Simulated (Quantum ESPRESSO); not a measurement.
LiF (Griceite):

```
CELL_PARAMETERS angstrom
0.00000 2.01400 2.01400
2.01400 0.00000 2.01400
2.01400 2.01400 0.00000
ATOMIC_POSITIONS crystal
F 0.50000 0.50000 0.50000
Li 0.00000 0.00000 0.00000
```

* Program: Quantum ESPRESSO 7.5
* Task: phonons
* Functional: LDA
* Potentials or basis: PseudoDojo 0.4.1 SR LDA standard
* Cutoff: 1143 eV
* Density cutoff: 4572 eV
* k mesh: 6 × 6 × 6, shifted
* Occupations: fermi-dirac, width 0.05 eV
* Spin: no spin polarisation
* Form of the LDA correlation: PW92
* Mixing beta: 0.5
* Most SCF iterations: 120
* SCF threshold: 4e-10 Ry

The cell and the atoms were relaxed first, to 7.44 Å³/atom (a = 2.761 Å, b = 2.761 Å, c = 2.761 Å, α = 60.00°, β = 60.00°, γ = 60.00°), and the response was taken there.

The first run showed a gap, so the response started from a second, tighter run with fixed occupations.

The run gives a transverse optical frequency of 343 cm⁻¹, an electronic dielectric constant of 2.11 and Born charges of ±1.04 e.

What are the longitudinal frequency and the static dielectric constant?

The longitudinal mode lies at 672 cm⁻¹, 329 cm⁻¹ over the transverse one, and the static constant is 8.12. The two agree with the Lyddane-Sachs-Teller relation: (672/343)² = 3.84 and 8.12/2.11 = 3.85.
